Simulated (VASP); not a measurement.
# C (Fmmm) in VASP: density of states with PBE+D3(BJ)

Aim: the density of states of C with PBE+D3(BJ).

Program: VASP 6.6.1. These are calculated values, not measurements. Logs are shortened: lines on timing, memory, paths and dates and some standing lists are left out, and cuts for length are marked.

**1. Starting point**

The structure is orthorhombic, space group Fmmm (No. 69). Conventional cell: a = 2.466 Å, b = 4.268 Å, c = 6.784 Å, α = 90.00°, β = 90.00°, γ = 90.00°. C (site symmetry m2m) has 3 C at 1.42 Å as nearest neighbours.

This isn't the form of C at room conditions, which is graphite.

**2. Density of states, PBE+D3(BJ)**

File POSCAR:

```
C
1.0
    0.0000000000      2.1341717714      3.3921351648
    1.2328129398      0.0000000000      3.3921351648
    1.2328129398      2.1341717714      0.0000000000
C
2
Direct
    0.1666996624      0.8333003376      0.1666996624
    0.8333003376      0.1666996624      0.8333003376
```

File INCAR.step1:

```
SYSTEM = C
ALGO = Fast
EDIFF = 1E-6
ENCUT = 520
GGA = PE
ISIF = 2
ISMEAR = 0
IVDW = 12
LASPH = .TRUE.
LCHARG = .TRUE.
LREAL = .FALSE.
LWAVE = .FALSE.
NBANDS = 11
NELM = 100
PREC = Accurate
SIGMA = 0.02
```

File KPOINTS.step1:

```
k-points
0
G
  18 18 18
  0 0 0
```

File INCAR.step2:

```
SYSTEM = C
ALGO = Fast
EDIFF = 1E-6
ENCUT = 520
GGA = PE
ICHARG = 11
ISIF = 2
ISMEAR = -5
IVDW = 12
LASPH = .TRUE.
LCHARG = .FALSE.
LORBIT = 11
LREAL = .FALSE.
LWAVE = .FALSE.
NEDOS = 2001
NELM = 100
PREC = Accurate
SIGMA = 0.02
```

File KPOINTS.step2:

```
k-points
0
G
  27 27 27
  0 0 0
```

Potentials or basis: VASP PAW PBE potentials, release 64 (C).

Run with:

```
$ cat potpaw_PBE.64/C/POTCAR > POTCAR
$ cp INCAR.step1 INCAR
$ cp KPOINTS.step1 KPOINTS
$ mpirun -np 1 vasp_std > vasp.out
$ cp INCAR.step2 INCAR
$ cp KPOINTS.step2 KPOINTS
$ mpirun -np 1 vasp_std > vasp.out
```

OUTCAR:

```text
SYSTEM = C
   EDIFF = 1E-6
   ENCUT = 520
   GGA = PE
   ICHARG = 11
   ISIF = 2
   ISMEAR = -5
   IVDW = 12
   LASPH = .TRUE.
   LORBIT = 11
   LREAL = .FALSE.
   NELM = 100
   PREC = Accurate
 IVDW          = 12

 ion  position               nearest neighbor table
   1  0.167  0.833  0.167-   2 1.42   2 1.42   2 1.42
   2  0.833  0.167  0.833-   1 1.42   1 1.42   1 1.42

  LATTYP: Found a face centered orthorhombic cell.
 ALAT       =     2.4656258796
 B/A-ratio  =     1.7311399828
 C/A-ratio  =     2.7515408504

  Lattice vectors:

 A1 = (   0.0000000000,   2.1341717714,   3.3921351648)
 A2 = (   1.2328129398,   0.0000000000,   3.3921351648)
 A3 = (   1.2328129398,   2.1341717714,   0.0000000000)

Analysis of symmetry for initial positions (statically):
=====================================================================
 Subroutine PRICEL returns:
 Original cell was already a primitive cell.

 Routine SETGRP: Setting up the symmetry group for a
 face centered orthorhombic supercell.

 Subroutine GETGRP returns: Found  8 space group operations
 (whereof  8 operations were pure point group operations)
 out of a pool of  8 trial point group operations.

The static configuration has the point symmetry D_2h.

Analysis of symmetry for dynamics (positions and initial velocities):
=====================================================================
 Subroutine PRICEL returns:
 Original cell was already a primitive cell.

 Routine SETGRP: Setting up the symmetry group for a
 face centered orthorhombic supercell.

 Subroutine GETGRP returns: Found  8 space group operations
 (whereof  8 operations were pure point group operations)
 out of a pool of  8 trial point group operations.

The dynamic configuration has the point symmetry D_2h.

 Subroutine INISYM returns: Found  8 space group operations
 (whereof  8 operations are pure point group operations),
 and found     1 'primitive' translations

----------------------------------------------------------------------------------------

                                     Primitive cell

  volume of cell :      17.8496

  direct lattice vectors                    reciprocal lattice vectors
     0.000000000  2.134171771  3.392135165    -0.405576535  0.234282923  0.147399787
     1.232812940  0.000000000  3.392135165     0.405576535 -0.234282923  0.147399787
     1.232812940  2.134171771  0.000000000     0.405576535  0.234282923 -0.147399787

  length of vectors
     4.007651448  3.609211648  2.464653504     0.491026996  0.491026996  0.491026996

  position of ions in fractional coordinates (direct lattice)
     0.166699662  0.833300338  0.166699662
     0.833300338  0.166699662  0.833300338

  ion indices of the primitive-cell ions
   primitive index   ion index
                 1           1
                 2           2

----------------------------------------------------------------------------------------

 KPOINTS: k-points

Automatic generation of k-mesh.
 Grid dimensions read from file:
 generate k-points for:   27   27   27

 Generating k-lattice:

  Cartesian coordinates                     Fractional coordinates (reciprocal lattice)
    -0.015021353  0.008677145  0.005459251     0.037037037  0.000000000  0.000000000
     0.015021353 -0.008677145  0.005459251     0.000000000  0.037037037  0.000000000
     0.015021353  0.008677145 -0.005459251     0.000000000  0.000000000  0.037037037

  Length of vectors
     0.018186185  0.018186185  0.018186185

  Shift w.r.t. Gamma in fractional coordinates (k-lattice)
     0.000000000  0.000000000  0.000000000

 TETIRR: Found  15834 inequivalent tetrahedra from   118098

 Subroutine IBZKPT returns following result:
 ===========================================

 Found   2744 irreducible k-points:

 Following reciprocal coordinates:
            Coordinates               Weight
  0.000000  0.000000  0.000000      1.000000
  0.037037  0.000000 -0.000000      8.000000
  0.074074  0.000000 -0.000000      8.000000
  0.111111 -0.000000 -0.000000      8.000000
  0.148148 -0.000000  0.000000      8.000000
  0.185185  0.000000  0.000000      8.000000
[... 16 lines left out ...]
  0.333333  0.037037 -0.000000      8.000000
  0.370370  0.037037 -0.000000      8.000000
 [... further k-points ...]
   k-points           NKPTS =   2744   k-points in BZ     NKDIM =   2744   number of bands    NBANDS=      8
   number of dos      NEDOS =   2001   number of ions     NIONS =      2
   total plane-waves  NPLWV =  15120
   dimension x,y,z NGX =    30 NGY =   28 NGZ =   18
   dimension x,y,z NGXF=    60 NGYF=   56 NGZF=   36
   ions per type =               2
   NGX,Y,Z   is equivalent  to a cutoff of  12.44, 12.90, 12.14 a.u.
   NGXF,Y,Z  is equivalent  to a cutoff of  24.89, 25.79, 24.28 a.u.
 SYSTEM =  C
   PREC   = accura    normal or accurate (medium, high low for compatibility)
   ISTART =      0    job   : 0-new  1-cont  2-samecut
   ICHARG =     11    charge: 1-file 2-atom 10-const
   ISPIN  =      1    spin polarized calculation?
   LNONCOLLINEAR =      F non collinear calculations
   LSORBIT =      F    spin-orbit coupling
   LASPH  =      T    aspherical Exc in radial PAW
   ENCUT  =  520.0 eV  38.22 Ry    6.18 a.u.   7.45  6.71  4.58*2*pi/ulx,y,z
   NELM   =    100;   NELMIN=  2; NELMDL=  0     # of ELM steps
   EDIFF  = 0.1E-05   stopping-criterion for ELM
   LREAL  =      F    real-space projection
   EDIFFG = 0.1E-04   stopping-criterion for IOM
   NSW    =      0    number of steps for IOM
   IBRION =     -1    ionic relax: 0-MD 1-quasi-New 2-CG
   NFREE  =      0    steps in history (QN), initial steepest desc. (CG)
   ISIF   =      2    stress and relaxation
   ISYM   =      2    0-nonsym 1-usesym 2-fastsym
   POTIM  = 0.5000    time-step for ionic-motion
   TEBEG  =    0.0;   TEEND  =   0.0 temperature during run
   PSTRESS=    0.0 pullay stress
   NELECT =       8.0000    total number of electrons
   NUPDOWN=      -1.0000    fix difference up-down
   EMIN   =  10.00;   EMAX   =-10.00  energy-range for DOS
   EFERMI =   0.00;   METHOD = LEGACY
   ISMEAR =    -5;   SIGMA  =   0.02  broadening in eV -4-tet -1-fermi 0-gaus
   EFERMI_NEDOS =   21; number of points for ismear=-14 and -15
   IALGO  =     68    algorithm
   IMIX   =      4    mixing-type and parameters
     AMIX     =   0.40;   BMIX     =  1.00
     AMIX_MAG =   1.60;   BMIX_MAG =  1.00
  volume/ion in A,a.u.               =       8.92        60.23
  Fermi-wavevector in a.u.,A,eV,Ry     =   1.252838  2.367521 21.355747  1.569603
  Thomas-Fermi vector in A             =   2.386719
   LORBIT       =     11    0 simple, 1 ext, 2 COOP (PROOUT), +10 PAW based schemes
   GGA     = PE    functional components
   LHFCALC =     F    Hartree Fock is set to
   AEXX    =    0.0000 exact exchange contribution
   IVDW    =    12    specifies the selected vdW correction
   LEPSILON=     F    determine dielectric tensor
   LRPA    =     F    only Hartree local field effects (RPA)
 non-spin polarized calculation
 RMM-DIIS sequential band-by-band and
 Fermi weights with tetrahedron method with Bloechl corrections
  energy-cutoff  :      520.00
  volume of cell :       17.85
 maximum number of plane-waves:       499
 NGX is ok and might be reduce to    30

 number of electron       8.0000001 magnetization

 Free energy of the ion-electron system (eV)
  ---------------------------------------------------
  ext. energy  EPLUGINS =         0.00000000
  ---------------------------------------------------
  free energy    TOTEN  =       -18.42383599 eV

  energy without entropy =      -18.42383599  energy(sigma->0) =      -18.42383599

 E-fermi :   4.5807     XC(G=0): -10.2453

 val. band max:        4.5744329877   @ k =  -0.2593   0.0741   0.3333
 cond. band min:       4.6219249797   @ k =  -0.2593   0.0741   0.3333
 fundamental gap:      0.0474919919
 Fermi energy:         4.5807286603

 k-point     1 :       0.0000    0.0000    0.0000
  band No.  band energies     occupation
      1     -15.0574      2.00000
      2      -2.0242      2.00000
      3       1.5734      2.00000
      4       1.5857      2.00000
      5       8.7812      0.00000
      6      12.9142      0.00000
      7      12.9768      0.00000
      8      15.9807      0.00000

 k-point     2 :       0.0370    0.0000   -0.0000
  band No.  band energies     occupation
      1     -15.0238      2.00000
      2      -1.9947      2.00000
      3       1.4490      2.00000
      4       1.5062      2.00000
      5       8.8372      0.00000
      6      12.9730      0.00000
      7      13.0796      0.00000
      8      15.8593      0.00000

 k-point     3 :       0.0741    0.0000   -0.0000
  band No.  band energies     occupation
      1     -14.9231      2.00000
      2      -1.9061      2.00000
      3       1.0664      2.00000
      4       1.3051      2.00000
      5       9.0051      0.00000
      6      13.0203      0.00000
      7      13.4858      0.00000
      8      15.5046      0.00000
[... 210 lines left out ...]
 k-point    23 :       0.3333    0.0370   -0.0000
  band No.  band energies     occupation
      1     -12.9180      2.00000
      2      -4.0271      2.00000
      3      -0.8701      2.00000
      4      -0.3101      2.00000
      5      10.3633      0.00000
      6      12.3267      0.00000
      7      12.9217      0.00000
      8      19.5856      0.00000

 k-point    24 :       0.3704    0.0370   -0.0000
  band No.  band energies     occupation
      1     -12.3689      2.00000
      2      -5.0089      2.00000
      3      -1.1686      2.00000
      4       0.1806      2.00000
      5       9.3643      0.00000
      6      12.2858      0.00000
      7      13.6852      0.00000
      8      20.6822      0.00000

 [... further k-points ...]

------------------------ aborting loop because EDIFF is reached ----------------------------------------

 Edisp (eV)   -0.30857

 E8    (eV) :    -0.0873

  FORCE on cell =-STRESS in cart. coord.  units (eV):
  Direction    XX          YY          ZZ          XY          YZ          ZX
  --------------------------------------------------------------------------------------
  -------------------------------------------------------------------------------------
  Total       0.07212     0.07270     0.00142    -0.00000     0.00000     0.00000
  in kB       6.47332     6.52578     0.12712    -0.00000     0.00000     0.00000
  external pressure =        4.38 kB  Pullay stress =        0.00 kB

 VOLUME and BASIS-vectors are now :
 -----------------------------------------------------------------------------
  energy-cutoff  :      520.00
  volume of cell :       17.85
      direct lattice vectors                 reciprocal lattice vectors
     0.000000000  2.134171771  3.392135165    -0.405576535  0.234282923  0.147399787
     1.232812940  0.000000000  3.392135165     0.405576535 -0.234282923  0.147399787
     1.232812940  2.134171771  0.000000000     0.405576535  0.234282923 -0.147399787

 POSITION                                       TOTAL-FORCE (eV/Angst)
 -----------------------------------------------------------------------------------
      1.23281      0.71153      3.39214         0.000000     -0.004763      0.000000
      1.23281      3.55681      3.39214         0.000000      0.004763      0.000000
 -----------------------------------------------------------------------------------
    total drift:                               -0.000000     -0.000000      0.000000

  FREE ENERGIE OF THE ION-ELECTRON SYSTEM (eV)
  ---------------------------------------------------
  free  energy   TOTEN  =       -18.7324083898 eV

  energy  without entropy=      -18.7324083898  energy(sigma->0) =      -18.73240839

 total charge

# of ion       s       p       d       tot
------------------------------------------
    1        0.863   1.788   0.000   2.651
    2        0.863   1.788   0.000   2.651
--------------------------------------------------
tot          1.727   3.576   0.000   5.303
```

It took 4.2 min on 1 thread of Intel Xeon Platinum 8488C (Sapphire Rapids), shared host; peak memory 0.44 GiB.

What came out:

```
Valence electrons inside the program's atomic spheres : C 2.65
Dispersion energy per atom                            : -0.154 eV
```

Levels at points of the mesh, in eV from the valence-band top:
| k point | band 1 | band 2 | band 3 | band 4 | band 5 | band 6 | band 7 | band 8 |
| --- | --- | --- | --- | --- | --- | --- | --- | --- |
| (0.00, 0.00, 0.00) | -19.63 | -6.60 | -3.00 | -2.99 | 4.21 | 8.34 | 8.40 | 11.41 |

States per cell in windows of 1 eV (zero at the valence-band top; states under -8 eV left out):
| from (eV) | total | C1_p | C2_p | C1_s | C2_s | C1_d | C2_d |
| --- | --- | --- | --- | --- | --- | --- | --- |
| -8.0 | 0.65 | 0.19 | 0.19 | 0.03 | 0.03 | 0.00 | 0.00 |
| -7.0 | 0.91 | 0.29 | 0.29 | 0.02 | 0.02 | 0.00 | 0.00 |
| -6.0 | 0.72 | 0.23 | 0.23 | 0.01 | 0.01 | 0.00 | 0.00 |
| -5.0 | 0.60 | 0.19 | 0.19 | 0.00 | 0.00 | 0.00 | 0.00 |
| -4.0 | 0.55 | 0.17 | 0.17 | 0.00 | 0.00 | 0.00 | 0.00 |
| -3.0 | 0.43 | 0.11 | 0.11 | 0.00 | 0.00 | 0.00 | 0.00 |
| -2.0 | 0.22 | 0.06 | 0.06 | 0.00 | 0.00 | 0.00 | 0.00 |
| -1.0 | 0.06 | 0.02 | 0.02 | 0.00 | 0.00 | 0.00 | 0.00 |
| 0.0 | 0.06 | 0.02 | 0.02 | 0.00 | 0.00 | 0.00 | 0.00 |
| 1.0 | 0.34 | 0.08 | 0.08 | 0.00 | 0.00 | 0.00 | 0.00 |
| 2.0 | 0.33 | 0.08 | 0.08 | 0.00 | 0.00 | 0.00 | 0.00 |
| 3.0 | 0.25 | 0.07 | 0.07 | 0.00 | 0.00 | 0.00 | 0.00 |
| 4.0 | 0.23 | 0.05 | 0.05 | 0.00 | 0.00 | 0.00 | 0.00 |
| 5.0 | 0.27 | 0.05 | 0.05 | 0.00 | 0.00 | 0.00 | 0.00 |
| 6.0 | 0.26 | 0.05 | 0.05 | 0.00 | 0.00 | 0.00 | 0.00 |
| 7.0 | 0.60 | 0.07 | 0.07 | 0.05 | 0.05 | 0.00 | 0.00 |
